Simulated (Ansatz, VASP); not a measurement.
**Si in VASP and in Ansatz**

```
CELL_PARAMETERS angstrom
0.00000 2.75100 2.75100
2.75100 0.00000 2.75100
2.75100 2.75100 0.00000
ATOMIC_POSITIONS crystal
Si 0.50000 0.50000 0.50000
Si 0.75000 0.75000 0.75000
```

Alike in both runs: functional RPBE; k mesh 8 × 8 × 8; occupations gaussian, width 0.02 eV; no spin polarisation.

Ansatz relaxed the structure, and its values are those at the end. VASP's run is a single point on that final structure, the one shown.

|  | VASP | Ansatz |
| --- | --- | --- |
| version | VASP 6.6.1 | Ansatz 0.2.0 |
| potentials or method | VASP PAW PBE potentials, release 64 (Si) | scalar-relativistic, plane waves, PAW |
| plane-wave cutoff (eV) | 520 | 420 |
| valence electrons in the cell | 8 | 8 |

```csv
,VASP,Ansatz,Ansatz less VASP
gap on the k mesh at the Fermi level (eV),0.74,0.74,+0.002
least direct gap on the mesh (eV),2.55,2.55,-0.002
pressure (GPa),-0.2,0.0,+0.21
```

Caveats: the PAW data sets were made with another functional, which shifts forces and pressure a little (VASP). RPBE gaps usually lie below the measured ones, often by a third to a half. A k mesh can miss the band edges.
